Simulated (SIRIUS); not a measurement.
**MgS (Niningerite) under changes of volume**

One of the cells (17.962 Å³/atom); the others are scaled copies at fixed shape and fractional positions:

```
S Mg
1.0
     0.00000    2.61888    2.61888
     2.61888    0.00000    2.61888
     2.61888    2.61888    0.00000
S Mg
1 1
Direct
  0.50000 0.50000 0.50000
  0.00000 0.00000 0.00000
```

- Program: SIRIUS 7.12.0
- Functional: PBEsol
- Potentials or basis: PseudoDojo 0.4.1 PBEsol standard (scalar relativistic)
- Cutoff: 1152 eV
- Density cutoff: 4606 eV
- k mesh: 9 × 9 × 9
- Occupations: fermi-dirac, width 0.05 eV
- Spin: no spin polarisation

```tsv
volume (Å³/atom)	energy over the lowest point (meV/atom)	pressure (GPa)	gap on the mesh (eV)
16.553	?	?	?
16.905	3.41	2.4	2.92
17.257	0.00	0.7	2.87
17.962	3.72	-2.3	2.79
18.314	10.18	-3.6	2.75
18.666	19.31	-4.7	2.71
```

Question: What does the run at 16.553 Å³/atom give?

Answer: Energy over the lowest point 10.85 meV/atom; pressure 4.4 GPa; gap on the mesh 2.96 eV.

Worked out: A Birch-Murnaghan fit of order 3 (a polynomial in V^(-2/3)) to the other rows has its minimum at 17.41 Å³/atom with B0 = V·E''(V) = 78 GPa and B' = 4.0. It gives 10.84 meV/atom at 16.553 Å³/atom, against the run's 10.85, and -dE/dV = 4.4 GPa, against 4.4. A straight line through the other rows of the gap, of slope -2.09 eV per unit of ln V, extrapolates to 2.96 eV, against the run's 2.96.

Energies are extrapolated to zero smearing.

Caveats: an odd mesh through Γ misses points on the zone boundary, where band edges often lie.
